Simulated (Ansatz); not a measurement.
MoS₂, DFT, LDA, PAW with Ansatz's default frozen-core files, scalar-relativistic (Ansatz 0.2.0), run on 1 thread of Intel(R) Xeon(R) Platinum 8488C (Sapphire Rapids) on a shared host.

The cell comes from COD entry 9007661, which wasn't checked; take it as a given geometry. The listed cell was then made from it by scaling, straining or moving an atom.

Command: `ansatz run input.yaml --threads 1 --pin off --max-ram 4096MiB --backend cpu --events-out ev --progress --plain --runs-dir out`

```yaml
crystal:
  lattice:
    - [1.5498703497, 0.8948180636, 6.12333]
    - [-1.5498703497, 0.8948180636, 6.12333]
    - [0.0, -1.7896361271, 6.12333]
  atoms:
    - { symbol: Mo, position: [0.0, 0.0, 0.0] }
    - { symbol: S, position: [0.7484, 0.7484, 0.7484] }
    - { symbol: S, position: [0.5849, 0.5849, 0.5849] }
kpoints:
  mp_grid: { grid: [15, 15, 15] }
scf:
  occupations: { method: fermi_dirac, width: 0.05 }
hamiltonian:
  xc: lda
  pseudopotentials: { kind: paw }
output:
  forces: true
  stress: true
  eigenvalues: true
  efg: { contact_densities: true }
  write_density: true
  write_potential: true
  elf: true
  volumetric_format: npy
```

Problem. How large is the problem that the program sets up?

Solution. 344 irreducible k-points, 981 plane waves at Γ, 17 bands.

Problem. About how long does it take, and how much memory does it use?

Solution. 26 s of wall time for 8 SCF iterations, with a peak of 0.62 GiB. Times on shared machines scatter by tens of per cent.

Problem. And the same cell and mesh by all-electron PAW (datasets made for this crystal), asked for forces, stress, eigenvalues, efg, on the same hardware?

Solution. 85 s, peak memory 1.7 GiB.
